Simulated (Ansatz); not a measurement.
A generator proposed this cell of GdN.

```xyz
2
Lattice="0.0000 2.7665 2.7665 2.7665 0.0000 2.7665 2.7665 2.7665 0.0000" Properties=species:S:1:pos:R:3 pbc="T T T"
Gd    0.0000    0.0000    0.0000
N     4.1497    4.1497    4.1497
```

Method: Ansatz 0.2.0, DFT PBE, scalar-relativistic, plane waves, PAW. Cutoff 420 eV; k points 6×6×6 on the computed 2-atom cell (Γ-centred); Gaussian smearing, width 0.10 eV; collinear spin from starting moments 7.0 0.0 μB.

Energies over the elements count from the elements' standard structures at the same level (N₂ as a molecule), with no fitted energy shifts.

Question: What does a single point on this coarse mesh give?

Answer: The pressure is -9.2 GPa (it wants to contract), the largest force is 0.00 eV/Å (symmetry fixes the atoms), and the energy is −1.30 eV/atom against the elements. The shortest distance is 2.40 Å.

Question: How much does it gain on relaxing, and where does it end?

Answer: Relaxing gains about 0.07 eV/atom in 9 ionic steps and ends at −1.367 eV/atom on the finer mesh. The symmetry stays F-43m (No. 216). The end has the zinc blende type. The volume per atom shrinks by 10.2 %, from 21.2 to 19.0 Å³. The shortest distance goes from 2.40 Å (Gd–N) to 2.31 Å (Gd–N). Conventional cell: a = 5.337 Å. Gd has 4 N at 2.31 Å; around N lie 4 Gd at 2.31 Å.

The last run used collinear spin, a 10×10×10 mesh for its 2-atom cell and Gaussian smearing of 0.02 eV. The 4f shell of Gd is treated without a Hubbard U, which places its levels poorly. Another magnetic order may lie lower. The relaxation can't lower the symmetry of the start. A structure relaxed within its symmetry needn't be a true minimum. Another cell of GdN relaxed alike, in P6_3/mmc, lies 110 meV/atom lower, so this cell isn't the stable form at this level.
